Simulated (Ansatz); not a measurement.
## Barrier of one jump, H in Be

Method: Ansatz 0.2.0, DFT PBE, scalar-relativistic, plane waves, PAW. Settings: 420 eV cutoff, 4×4×4 k-mesh, shifted by half a step, Gaussian smearing of 0.10 eV, no spin polarisation.

Host crystal, relaxed:

```cif
data_structure
_symmetry_space_group_name_H-M 'P 1'
_symmetry_Int_Tables_number 1
_cell_length_a 2.2653
_cell_length_b 2.2653
_cell_length_c 3.5609
_cell_angle_alpha 90.000
_cell_angle_beta 90.000
_cell_angle_gamma 120.000
_cell_volume 15.82
loop_
_atom_site_label
_atom_site_type_symbol
_atom_site_fract_x
_atom_site_fract_y
_atom_site_fract_z
_atom_site_occupancy
Be1 Be 0.33333 0.66667 0.75000 1
Be2 Be 0.66667 0.33333 0.25000 1
```

In a supercell of 32 host sites, interstitial H hops to an equivalent place, moving 1.78 Å between the relaxed ends. Climbing-image nudged elastic band at fixed cell with images 0 (start) to 6 (end), the path measured over all atoms, converged to 0.05 eV/Å; the order of the saddle wasn't checked, and the small cell leaves errors of about a tenth of an eV. Zero-point motion and tunnelling, which matter for H, are left out.

Supercell rows in host cell vectors: -3 -1 1; 3 1 1; 1 3 -1. H was set at (0.000, 0.000, 0.000) of the host cell.

At the relaxed start H has 4 Be at 1.63 Å, 2 Be at 1.64 Å.

Q: How high is the barrier, and where does the atom pass?

A: 0.51 eV at image 3, where H has 1 Be at 1.40 Å, 2 Be at 1.41 Å.

Cost: 1 run of about 17 core-minutes, on Arm Neoverse V2 (shared hosts).